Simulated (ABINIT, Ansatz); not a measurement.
# BaS (Fm-3m): Raman and infrared activity, part 3 of 3

Aim: Raman and infrared lines of BaS (Fm-3m).

ABINIT 10.8.3; DFT LDA, scalar-relativistic, plane waves, PseudoDojo norm-conserving pseudopotentials.

So far, mean static dielectric tensor (ions relaxed, fixed cell): step 6 (modes with the sum rule) 14.2.

### 8. Cross-check with Ansatz

The same cell goes through another code at the same cutoff. The files are of one family, but Ansatz's library holds files of its own making for some heavy elements, so those for Ba may differ. Its k mesh is centred on Γ.

This step: DFT LDA, scalar-relativistic, plane waves, norm-conserving pseudopotentials of its library (PseudoDojo's, some remade) (Ansatz 0.2.0).

Contents of input.yaml:

```yaml
crystal:
  lattice:
    - [0.0, 3.1425636786, 3.1425636786]
    - [3.1425636786, 0.0, 3.1425636786]
    - [3.1425636786, 3.1425636786, 0.0]
  atoms:
    - { symbol: Ba, position: [0.0, 0.0, 0.0] }
    - { symbol: S, position: [0.5, 0.5, 0.5] }
kpoints:
  mp_grid: { grid: [8, 8, 8] }
hamiltonian:
  xc: lda
  pseudopotentials: { kind: nc, accuracy: standard }
scf:
  occupations: { method: fixed }
output:
  eigenvalues: true
basis:
  ecutwfc: 585.045
phonons:
  method: dfpt
  dielectric: true
  rigid_motions: translations
  raman: true
```

The run is started by

```console
> ansatz run input.yaml --threads 4 --pin off --max-ram 8192MiB --backend cpu --events-out ev --progress --plain --runs-dir out
```

Log:

```text
Warning: basis.ecutwfc = 585.045 eV is below the records' recommended 770 eV, and the density's cutoff is lower with it unless basis.ecutrho_ratio is high enough to keep the records' density cutoff: compare with a run at a higher cutoff
Engine: ansatz 0.2.0, x86_64-unknown-linux-gnu
Pseudopotentials: kind: nc
Pseudopotential: Ba, nc, valence charge 10, recommended cutoff 770 eV (normal), Ba.nc.azcp (PseudoDojo's, or run here from an input of PseudoDojo's; its table is named by hamiltonian.pseudopotentials.accuracy)
Pseudopotential: S, nc, valence charge 6, recommended cutoff 734.707429 eV (normal), S.nc.azcp (PseudoDojo's, or run here from an input of PseudoDojo's; its table is named by hamiltonian.pseudopotentials.accuracy)
Functional definition: SPW92
  exchange = slater_x
  correlation = pw_c
Crystal: 2 atoms, lattice volume = 62.070 Å³
Basis set: ecut = 585.045 eV, 1989 PW (Γ), exchange–correlation on 72×72×72 points (8 copies of the dense FFT grid, shifted against one another)
Bands: 12, of which v1, the nominal top of the filled ones, is band 8 counted from 1 (7 counted from 0)
Symmetry: 48 space group operations
k-points: 59 of 512 (irreducible under 8 space group operations, time reversal used)
Non-local potential: Ba, projectors of the file, l = 0: 2, l = 1: 2, l = 2: 2, l = 3: 2
Non-local potential: S, projectors of the file, l = 0: 2, l = 1: 2, l = 2: 2
Initial density: superposition of atomic densities (chi_scale 0.1, normalization cell, long waves kept (reshape's long-wave potential 0.00 eV rms))
Initial wavefunctions: pseudopotential atomic-orbital guess
Functional: x = slater, c = lda
SCF iter   1: F=—  HF=-1069.468260 eV  |F-HF|=—  |Δ(HF+E_count)|=         —  Δρ=2.32e-2  dr2=5.17e-1  ethr=3.10e-3  ⟨swp⟩=7.0  Hψ=5014  notcnv=0  defer=84
preconditioner: auto → none  [insulator: Δε(μ)=1.659 eV  Ē_g=11.951 eV  n_scr=14 (ndim 8)  ℏωp=17.6 eV  f_vac=0.000  ε∞_Penn≈3.2]
SCF iter   2: F=—  HF=-1069.306767 eV  |F-HF|=—  |Δ(HF+E_count)|=   1.61e-1  Δρ=9.26e-3  dr2=9.29e-2  ethr=3.10e-3  ⟨swp⟩=4.5  Hψ=1866  notcnv=0  defer=98
SCF iter   3: F=—  HF=-1069.292084 eV  |F-HF|=—  |Δ(HF+E_count)|=   1.47e-2  Δρ=4.73e-3  dr2=1.49e-2  ethr=5.81e-4  ⟨swp⟩=2.0  Hψ=1006  notcnv=0  defer=112
SCF iter   4: F=—  HF=-1069.289966 eV  |F-HF|=—  |Δ(HF+E_count)|=   2.12e-3  Δρ=7.22e-4  dr2=3.52e-4  ethr=9.29e-5  ⟨swp⟩=2.7  Hψ=1069  notcnv=0  defer=114
SCF iter   5: F=—  HF=-1069.290020 eV  |F-HF|=—  |Δ(HF+E_count)|=   5.48e-5  Δρ=9.54e-5  dr2=3.09e-6  ethr=2.20e-6  ⟨swp⟩=3.1  Hψ=1350  notcnv=0  defer=114
SCF iter   6: F=—  HF=-1069.290025 eV  |F-HF|=—  |Δ(HF+E_count)|=   4.18e-6  Δρ=1.07e-5  dr2=7.86e-8  ethr=1.93e-8  ⟨swp⟩=2.9  Hψ=1295  notcnv=0  defer=113
SCF iter   7: F=—  HF=-1069.290025 eV  |F-HF|=—  |Δ(HF+E_count)|=   6.22e-7  Δρ=2.16e-6  dr2=2.50e-9  ethr=4.91e-10  ⟨swp⟩=2.1  Hψ=1131  notcnv=0  defer=110
SCF iter   8: F=-1069.290025 eV  HF=-1069.290025 eV  |F-HF|=6.71e-11  |Δ(HF+E_count)|=  6.23e-10  Δρ=4.01e-7  dr2=9.76e-11  ethr=1.00e-12  ⟨swp⟩=17.4  Hψ=10538  notcnv=0
SCF 1 converged in 8 iterations: F = -1069.290025 eV  dr2 = 9.76e-11
DFPT response loops at Γ: preconditioner auto → none (the input reference at scf.mixing.eps_inf says where Resta's filter doesn't serve); β = 0.50; Broyden in place of MSR1
── the response to a field inside a basis, on 10×10×10 k-points: an SCF that follows is theirs, and a resumed run solves both again ──
Bands: 9, of which v1, the nominal top of the filled ones, is band 8 counted from 1 (7 counted from 0)
k-points: 110 of 1000 (irreducible under 12 space group operations)
Initial density: handed on by an earlier stage of this run
Initial wavefunctions: pseudopotential atomic-orbital guess (no wavefunctions were taken with the density)
Eigensolver: Dense (110 Hₖ)
SCF iter   1: F=—  HF=-1069.288350 eV  |F-HF|=—  |Δ(HF+E_count)|=         —  Δρ=9.10e-5  dr2=7.55e-7  ethr=1.00e-1
preconditioner: auto → none  [insulator: Δε(μ)=2.035 eV  Ē_g=10.161 eV  n_scr=14 (ndim 8)  ℏωp=17.6 eV  f_vac=0.000  ε∞_Penn≈4.0]
SCF iter   2: F=—  HF=-1069.288350 eV  |F-HF|=—  |Δ(HF+E_count)|=   8.40e-7  Δρ=4.63e-5  dr2=1.68e-7  ethr=4.72e-9
SCF iter   3: F=—  HF=-1069.288351 eV  |F-HF|=—  |Δ(HF+E_count)|=   2.96e-7  Δρ=1.27e-5  dr2=6.50e-8  ethr=1.05e-9
SCF iter   4: F=—  HF=-1069.288351 eV  |F-HF|=—  |Δ(HF+E_count)|=   2.32e-9  Δρ=6.86e-7  dr2=1.05e-10  ethr=4.07e-10
SCF iter   5: F=-1069.288351 eV  HF=-1069.288351 eV  |F-HF|=1.14e-12  |Δ(HF+E_count)|=  4.57e-11  Δρ=8.14e-8  dr2=1.20e-12  ethr=1.00e-12
SCF 1 converged in 5 iterations: F = -1069.288351 eV  dr2 = 1.20e-12
DFPT response loops at Γ: mixed as the last ones told, above
DFPT response loops at Γ: mixed as the last ones told, above
SCF converged after 8 iterations
Free energy (F): -1069.290025 eV
Harris-Foulkes:  -1069.290025 eV  (|F-HF|=6.71e-11)
Internal energy: -1069.290025 eV  (E = F + TS)
E sigma→0 (E₀):  -1069.290025 eV
Fermi energy:    6.055687 eV
--- Per-component energies (eV) ---
  E_band       = -46.029400
  E_kinetic    = 284.884879
  E_local      = -492.950800  (includes V_loc(G=0)·N_el)
  E_nonlocal   = 149.837867
  E_hartree    = 119.364062
  E_xc         = -266.339732
  E_vxc        = -226.529332  (∫ρ·V_xc dr)
  E_ewald      = -864.086300
  E_smearing   = -0.000000  (= −TS)
  E_closure    = 0.000000  (closes the sum)
  Σ components = -1069.290025   (vs F -1069.290025, Δ=0.00e0)
--- Band table (eV; the first three rows and the last of 59) ---
  k-point 0: bands = [... 4 lower, -4.2771, 6.0557, 6.0557, 6.0557, 9.6847, 9.8747, 9.8747, 9.8747]
  k-point 1: bands = [... 4 lower, -3.8344, 5.6219, 5.8373, 5.8373, 9.8459, 10.1105, 10.1105, 10.3159]
  k-point 2: bands = [... 4 lower, -3.2951, 4.8438, 5.4061, 5.4061, 10.0368, 10.7752, 10.7752, 11.5740]
  k-point 58: bands = [... 4 lower, -3.4744, 4.8916, 5.6448, 5.6448, 10.2312, 10.2312, 12.5751, 13.0606]
--- Phonons (Γ-DFPT): 2 representative perturbations + reference, on 59 of 512 k-points (Σ response iterations 6) ---
  k mesh reduced under 8 symmetry operations, with k and −k counted as one. Each operation leaves every solved perturbation unchanged. A smaller set is not considered because the run solves the response to a homogeneous field
  ASR residual: 5.133e-4 → 0.000e0 eV/Å²; symmetrization residual: 3.093e-6 eV/Å²
  ASR residual per site (eV/Å²): 1.51e-5 5.13e-4
  Γ frequencies (cm⁻¹): 0.00 0.00 0.00 149.12 149.12 149.12
  ε∞ (high-frequency dielectric tensor):
        5.110815     0.000000     0.000000
        0.000000     5.110815    -0.000000
        0.000000    -0.000000     5.110815
  ε⁰ (static dielectric tensor: ions relaxed, cell fixed):
       14.570065     0.000000     0.000000
        0.000000    14.570065    -0.000000
        0.000000    -0.000000    14.570065
  ε⁰ − ε∞ (ionic part):
        9.459250     0.000000     0.000000
        0.000000     9.459250     0.000000
        0.000000     0.000000     9.459250
  softest optical mode at Γ: 149.12 cm⁻¹; the repairs (sum rule, projections) moved no ω² at Γ by more than (2.12 cm⁻¹)²
  Born effective charges Z* (e; rows j = field, columns β = displacement):
    site 0:
         2.62620    0.00000   -0.00000
         0.00000    2.62620    0.00000
         0.00000    0.00000    2.62620
    site 1:
        -2.62620   -0.00000    0.00000
        -0.00000   -2.62620   -0.00000
        -0.00000   -0.00000   -2.62620
  Z* charge neutrality: 4.564e-4 e pre-enforcement
  solved inside a basis spanned on kpoints, on 10×10×10 k-points: ε∞ is read to err by 1.2e-2, Z* by 1.1e-2 e (field_mesh: kpoints solves on kpoints); Z* is corrected for what the basis lacks
  Raman tensors (in the event stream and the table raman_tensors.tsv): an entry may err by 4.7e-3 Å², one of the second-order susceptibility by 4.8e-19 pm/V (basis, points and sum rule); their sum over the sites missed zero by 6.607e-20 Å² ahead of its enforcement
  optical modes at Γ without the LO–TO term, one row a degenerate level:
      ω (cm⁻¹)  modes    IR ((D/Å)²/amu)  static Raman (Å⁴/amu)  depolarisation
        149.12      3            18.3653                 0.0000               —
  optical modes at Γ + LO–TO along q̂ = [1.0000, 0.0000, 0.0000]:
      ω (cm⁻¹)  modes    IR ((D/Å)²/amu)  static Raman (Å⁴/amu)  depolarisation
        149.12      2            12.2435                 0.0000               —
        251.79      1             6.1218                 0.0000               —
  optical modes at Γ + LO–TO along q̂ = [0.0000, 1.0000, 0.0000]:
      ω (cm⁻¹)  modes    IR ((D/Å)²/amu)  static Raman (Å⁴/amu)  depolarisation
        149.12      2            12.2435                 0.0000               —
        251.79      1             6.1218                 0.0000               —
  optical modes at Γ + LO–TO along q̂ = [0.0000, 0.0000, 1.0000]:
      ω (cm⁻¹)  modes    IR ((D/Å)²/amu)  static Raman (Å⁴/amu)  depolarisation
        149.12      2            12.2435                 0.0000               —
        251.79      1             6.1218                 0.0000               —
```

Wall time 92 s (4 threads of Intel Xeon at 2.70GHz, shared host); peak memory 1.1 GiB.

Read from the output:

- gap on the k-mesh: 1.928 eV
- sum-rule residual before enforcement: 5.13e-4 eV/Å²
- miss of the charge sum rule: 4.56e-4 e
- estimated error of the dielectric tensor: 0.01246
- estimated error of the Born charges: 0.01089 e
- highest optical zone-centre mode (no LO-TO term): 149.1 cm⁻¹
- lowest optical zone-centre mode: 149.1 cm⁻¹
- mean high-frequency dielectric constant: 5.111
- largest Born charge in size (third of the trace): 2.626 e
- mean static dielectric constant: 14.57
- highest mode moved by the LO-TO term: 251.8 cm⁻¹

Transverse modes. Infrared lines, with heights relative to the strongest:

| position (cm⁻¹) | label | IR intensity ((D/Å)²/amu), degenerate modes summed, relative |
| --- | --- | --- |
| 149 | T1u | 100 |

### 9. The two compared: ABINIT PseudoDojo and Ansatz, library NC

Numbers from this step:

* root-mean-square difference: 3.8 cm⁻¹
* largest difference: 3.8 cm⁻¹

Optical modes, paired by symmetry label. Frequencies side by side, by row:

```csv
q (reciprocal lattice),mode,ABINIT PseudoDojo (cm⁻¹),"Ansatz, library NC (cm⁻¹)"
0 0 0,4,152.9,149.1
0 0 0,5,152.9,149.1
0 0 0,6,152.9,149.1
```

The two runs side by side. Further quantities:

```csv
quantity,ABINIT PseudoDojo,"Ansatz, library NC"
mean ε∞,5.18,5.111
"largest Born charge in size (e; the first before, the second after the charge sum rule)",2.632,2.626
summed IR intensity ((D/Å)²/amu),18.43,18.36
summed Raman activity (Å⁴/amu),0,0
```

At the zone centre the largest difference (acoustic modes at Γ apart) is 2 % of the highest mode.

### 10. Outcome

```yaml
space_group_after_relaxation: Fm-3m
volume_per_atom: 31.0 Å³
highest_optical_zone_centre_mode_no_lo_to_term: 152.8 cm⁻¹
highest_mode_moved_by_the_lo_to_term: 253.2 cm⁻¹
mean_high_frequency_dielectric_constant: 5.18
largest_born_charge_in_size_third_of_the_trace: 2.63 e
mean_static_dielectric_constant: 14.2
imaginary_optical_modes_at_the_zone_centre_no_q_mesh_in_this_session: none
largest_difference_from_ansatz_library_nc: 3.8 cm⁻¹
```

No mode is Raman active in this structure; the strongest infrared line lies at 153 cm⁻¹. At the LDA level the optical modes of BaS (Fm-3m) at the zone centre (no LO-TO term) lie at 153 cm⁻¹. Along the directions run, the highest mode that the macroscopic field moves lies at 253 cm⁻¹. Lattice motion raises the mean dielectric constant from 5.18 to 14.22. The Born charge of Ba is 2.632 e against a formal charge of +2, somewhat above it. The Lyddane-Sachs-Teller relation holds: (ωLO/ωTO)² is 2.74 and ε₀/ε∞ is 2.74. ABINIT PseudoDojo and Ansatz, library NC differ by 3.8 cm⁻¹ in the root mean square and by 3.8 cm⁻¹ at most, 2.5 % of the highest mode compared (acoustic modes at Γ left out); the two use different potentials, and the cell was not relaxed for the second set. These are harmonic frequencies at zero temperature: anharmonic shifts and linewidths and thermal expansion are left out. Spin-orbit coupling is left out, which can matter for the heavy elements here. Ansatz warns that the cutoff lies 24 % under the one recommended for these files; agreement at one cutoff is not convergence. The total energies of the two programs lie far apart, so at least one potential file in Ansatz's library differs from the published one read by the first program.

[Host names and launcher messages were left out of these logs when they were recorded.]

[Logs are printed without paths, hosts, clocks, repeated set-up lines and the standing remarks that a program may print on its own settings, such as how far it seeks lower states.]

[Hosts, paths, dates, database ids (printed as entryN), source tags and the programs' standing remarks are cut or masked in the printed files.]
